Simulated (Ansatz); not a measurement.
Wanted: the native input for an Ansatz 0.2.0 run.

```yaml
Task: single point
Functional: PBE
Potentials_or_basis: Ansatz PAW
Cutoff: "420 eV (not typed: the program's choice for these potentials)"
k_mesh: 9 × 9 × 9
Occupations: gaussian, width 0.021 eV
Spin: no spin polarisation
```

Crystal: I.

```xyz
1
Lattice="0.0000 2.3656 3.9098 2.1922 0.0000 3.9098 2.1922 2.3656 0.0000" Properties=species:S:1:pos:R:3 pbc="T T T"
I     0.0000    0.0000    0.0000
```

These files were run (other wordings do the same):

input.yaml

```yaml
crystal:
  lattice:
    - [0.0, 2.3656004428, 3.9098401324]
    - [2.1922454667, 0.0, 3.9098401324]
    - [2.1922454667, 2.3656004428, 0.0]
  atoms:
    - { symbol: I, position: [0.0, 0.0, 0.0] }
hamiltonian:
  xc: pbe
  pseudopotentials: { kind: paw }
kpoints:
  mp_grid: { grid: [9, 9, 9] }
scf:
  occupations: { method: gaussian, width: 0.021 }
output:
  forces: true
  stress: true
  eigenvalues: true
```

Potentials or basis: Ansatz PAW.

Command:

```sh
$ ansatz run input.yaml --threads 2 --pin off --max-ram 5632MiB --backend cpu --events-out ev --progress --plain --runs-dir out
```

It gave:

```json
{
 "Pressure": "0.4 GPa",
 "Band gap on the k mesh": "none (metal or under the smearing width)"
}
```

Caveat: an odd number of electrons without spin polarisation forces a metal; a magnetic or distorted state may lie lower.

Run time: 2.3 s on 2 threads of Intel(R) Xeon(R) Processor @ 2.70GHz (shared host), peak memory 0.38 GiB.
